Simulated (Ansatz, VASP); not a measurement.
**Be in VASP and in Ansatz**

INCAR

```
PREC = Accurate
ENCUT = 520
EDIFF = 1E-6
ISMEAR = -1
SIGMA = 0.08
LREAL = F
LASPH = T
NELM = 80
ALGO = Normal
ISIF = 2
LWAVE = F
LCHARG = F
NBANDS = 9
```

Contents of KPOINTS:

```
regular mesh
0
Gamma
  15 15 15
```

The input POSCAR:

```
Be
1.0
    0.0000000000      2.0895588942      2.0895588942
    2.0895588942      0.0000000000      2.0895588942
    2.0895588942      2.0895588942      0.0000000000
Be
2
Direct
   -0.1250000000     -0.1250000000     -0.1250000000
    0.1250000000      0.1250000000      0.1250000000
```

Input for Ansatz:

```yaml
crystal:
  lattice:
    - [0.0, 2.0895588942, 2.0895588942]
    - [2.0895588942, 0.0, 2.0895588942]
    - [2.0895588942, 2.0895588942, 0.0]
  atoms:
    - { symbol: Be, position: [-0.125, -0.125, -0.125] }
    - { symbol: Be, position: [0.125, 0.125, 0.125] }
kpoints:
  mp_grid: { grid: [15, 15, 15] }
scf:
  occupations: { method: fermi_dirac, width: 0.08 }
hamiltonian:
  xc: lda
  pseudopotentials: { kind: paw }
output:
  forces: true
  stress: true
  eigenvalues: true
  populations: true
```

Change from the starting cell: volume scaled by 0.65, PAW files.

Alike in both runs: task single point; functional LDA; k mesh 15 × 15 × 15; occupations fermi-dirac, width 0.08 eV; no spin polarisation.

```csv
,VASP,Ansatz
version,VASP 6.6.1,Ansatz 0.2.0
potentials or method,"VASP PAW LDA potentials, release 64 (Be)","PAW with Ansatz's default frozen-core files, scalar-relativistic"
plane-wave cutoff (eV),520,420
valence electrons in the cell,4,4
```

Ansatz gave:

| Property | Result |
| --- | --- |
| pressure (GPa) | 42.0 |

**Question.** What did VASP give for the same quantities?

**Answer.** Pressure (GPa): 42.4.

Caveats: so large a pressure means that the cell lies far from this level's equilibrium, or that cutoff or potentials fall short (VASP).
